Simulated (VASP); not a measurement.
Input of a VASP 6.6.1 run:

Contents of INCAR:

```
ALGO = Normal ; EDIFF = 1E-8
ENCUT = 600 ; GGA = PS
ISIF = 2 ; ISMEAR = 0
LASPH = T ; LCHARG = F
LEPSILON = T ; LREAL = F
LWAVE = F ; NELM = 80
PREC = Accurate ; SIGMA = 0.03
```

KPOINTS

```
k-points
0
Monkhorst-Pack
  12 12 12
```

The input POSCAR:

```
CdTe                                    
1.0
    0.0000000000      3.2477981882      3.2477981882
    3.2477981882      0.0000000000      3.2477981882
    3.2477981882      3.2477981882      0.0000000000
  Cd              Te            
     1     1
Direct
     0.0000000000000000    0.0000000000000000    0.0000000000000000
     0.2500000000000000    0.2500000000000000    0.2500000000000000
```

Potentials or basis: VASP PAW PBE potentials, release 64 (Cd, Te).

The run is started by

```console
$ cat potpaw_PBE.64/Cd/POTCAR potpaw_PBE.64/Te/POTCAR > POTCAR
$ mpirun -np 1 vasp_std > vasp.out
```

(1) What does it give for the electronic dielectric tensor (diagonal)?

(2) Estimate the Born charges (mean of the diagonal).

Answers

(1) 9.01.

(2) Cd +2.19; Te -2.19 e.
